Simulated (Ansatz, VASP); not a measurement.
# BN in VASP and in Ansatz

```xyz
2
Lattice="1.2511 0.7223 3.3729 -1.2511 0.7223 3.3729 0.0000 -1.4447 3.3729" Properties=species:S:1:pos:R:3 pbc="T T T"
N     0.0000    0.0000    6.7517
B     0.0000    0.0000    0.0033
```

The cell is a database's computed one.

Alike in both runs: task single point; functional PBE; k mesh 12 × 12 × 12; occupations gaussian, width 0.011 eV; no spin polarisation.

|  | VASP | Ansatz |
| --- | --- | --- |
| version | VASP 6.6.1 | Ansatz 0.2.0 |
| potentials or method | VASP PAW PBE potentials, release 64 (N, B) | Ansatz PAW |
| plane-wave cutoff (eV) | 520 | 420 |
| valence electrons in the cell | 8 | 8 |

|  | VASP | Ansatz | Ansatz less VASP |
| --- | --- | --- | --- |
| gap on the k mesh at the Fermi level (eV) | 4.28 | 4.29 | +0.007 |
| least direct gap on the mesh (eV) | 4.70 | 4.70 | +0.003 |
| pressure (GPa) | 3.6 | 3.6 | -0.06 |
| largest component of the traceless stress (GPa) | 1.41 | 1.20 | -0.210 |

Caveats: the pressure holds a Pulay correction of +0.6 GPa for the finite cutoff (Ansatz). A k mesh can miss the band edges. A hybrid or GW would open this gap; PBE tends to underestimate it.
